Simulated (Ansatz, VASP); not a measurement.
**KF: VASP beside Ansatz**

```xyz
2
Lattice="0.0000 2.6590 2.6590 2.7294 0.0000 2.6590 2.7294 2.6590 0.0000" Properties=species:S:1:pos:R:3 pbc="T T T"
K     0.0000    0.0000    0.0000
F     2.7294    2.6590    2.6590
```

Change from the starting cell: uniaxial_x strain +2.6%.

Alike in both runs: task single point; functional HSE06; k mesh 6 × 6 × 6; no spin polarisation.

|  | VASP | Ansatz |
| --- | --- | --- |
| version | VASP 6.6.1 | Ansatz 0.2.0 |
| potentials or method | VASP PAW PBE potentials, release 64 (K_sv, F) | plane waves, PAW |
| plane-wave cutoff (eV) | 520 | 420 |
| occupations | gaussian, width 0.01 eV | fixed |
| valence electrons in the cell | 16 | 16 |

Ansatz gave:

- gap on the k mesh at the Fermi level (eV): 8.10
- pressure (GPa): 0.2
- largest component of the traceless stress (GPa): 0.85

**Question.** What did VASP give for the same quantities?

**Answer.** gap on the k mesh at the Fermi level (eV): 8.08; pressure (GPa): 0.2; largest component of the traceless stress (GPa): 0.89.

Ansatz warned: «stress_exchange_threshold_loose».

Caveats: the PAW data sets were made with another functional, which shifts forces and pressure a little (VASP).
